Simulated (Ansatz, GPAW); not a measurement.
**W: energy against volume and a worked fit**

The structure is cubic, space group Fm-3m (No. 225). Conventional cell: a = 4.060 Å, b = 4.060 Å, c = 4.060 Å, α = 90.00°, β = 90.00°, γ = 90.00°. Around W (site symmetry m-3m) lie 12 W at 2.87 Å.

This isn't the form of W at room conditions, which is bcc.

The cell was scaled at fixed shape and fractions and run with Ansatz, all-electron LAPW, scalar-relativistic; PBEsol, k mesh 11 × 11 × 11 on the cell of 1 atom, fermi-dirac occupations of 0.05 eV, no spin polarisation, no spin-orbit coupling. Energies are those that the program minimises, any entropy of the smearing included. For a metal such a mesh isn't converged to the digits shown.

```csv
V (Å³/atom),energy over the lowest row (meV/atom)
15.7270,4.46
16.0616,0.00
16.3962,8.89
16.7309,29.73
17.0655,?
17.4001,102.32
17.7347,151.87
```

Task: Fit the third-order Birch-Murnaghan form, give V0, B0 and B′, and predict the energy left open.

Result: With y = (V0/V)^(2/3), E = E0 + (9 V0 B0/16) [(y - 1)³ B′ + (y - 1)² (6 - 4y)]. Least squares through the rows shown give V0 = 16.0005 Å³/atom, E0 = -0.24 meV, B0 = 312.2 GPa (1 eV/Å³ = 160.218 GPa) and B′ = 4.41, with a largest miss of 0.03 meV. At V = 17.0655 the form with these constants gives 61.25 meV; the run gave 61.26 meV an atom. Other set-ups at this level, from all their volumes (Å³/atom, GPa): GPAW, PAW data sets generated for this functional: V0 15.980, B0 314.4.

The fit describes fcc W as a dense, very stiff metal, with V0 = 16.0005 Å³/atom and B0 = 312.2 GPa. The reason is the roughly half-filled 5d band: bonding d states are largely occupied and antibonding ones largely empty, so cohesion is near its greatest and any change of volume is costly. The positive B′ reflects the steeper rise in energy on compression, as overlap repulsion and the kinetic energy of the electrons grow faster than the d bonding. The tabulated cell is expanded relative to the fitted minimum, so its W–W distance of 2.87 Å isn't the equilibrium one.

The omitted energy is recovered almost exactly, but it lies inside the fitted range, so this confirms a smooth curve rather than the form's reach under strong compression. A minimum along this path shows resistance to uniform volume change only; fcc W is known to be unstable against tetragonal shear towards bcc, where the d-band density of states has a pseudogap near half filling.
